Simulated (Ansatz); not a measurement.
(Ti,Si) mixing in the structure of Ti

Method: DFT PBEsol, scalar-relativistic, plane waves, PAW (Ansatz). (420 eV cutoff, 12×12×8 k-mesh, Gaussian smearing of 0.10 eV, no spin polarisation)

Starting point, cell and atoms relaxed:

```yaml
crystal:
  lattice:
    - [2.25765, -3.91036, 0.00000]
    - [-4.51529, 0.00000, 0.00000]
    - [0.00000, 0.00000, -5.59759]
  atoms:
    - { symbol: Ti, position: [0.00000, 0.00000, 0.50000] }
    - { symbol: Ti, position: [0.00000, 0.00000, 0.00000] }
    - { symbol: Ti, position: [0.33333, 0.66667, 0.25000] }
    - { symbol: Ti, position: [0.33333, 0.66667, 0.75000] }
    - { symbol: Ti, position: [0.66667, 0.33333, 0.25000] }
    - { symbol: Ti, position: [0.66667, 0.33333, 0.75000] }
```

Si takes some of the 6 Ti sites (atoms counted from 1 in the order above); cell and atoms are relaxed within the symmetry of each ordered start. The mixing energy is per mixed site over the two end members in this structure and cell, which needn't be the stable phases, so a gain doesn't show that the mixture is stable. These are small ordered cells, not random alloys.

End members: Ti at 16.47 Å³/atom and Si at 14.38 Å³/atom.

Do Ti and Si mix with a gain or a cost in energy here?

With a gain in all cells computed: -266.4 meV/site at x = 0.167 (sites 6), -629.0 meV/site at x = 0.500 (sites 2 3 6), -423.4 meV/site at x = 0.500 (sites 1 3 4), -262.4 meV/site at x = 0.667 (sites 1 2 5 6), -322.7 meV/site at x = 0.833 (sites 2 3 4 5 6), -125.9 meV/site at x = 0.833 (sites 1 2 3 4 6).

How well does Vegard's rule hold for the volume?

The excess over the straight line is -2.65 % at x = 0.167, -4.91 % at x = 0.500, -5.01 % at x = 0.500, -3.93 % at x = 0.667, -4.13 % at x = 0.833, -1.28 % at x = 0.833.

Cost: 8 runs of about 23 core-minutes in all, on Intel Xeon Processor @ 2.50GHz (Skylake/Cascade Lake) (shared hosts).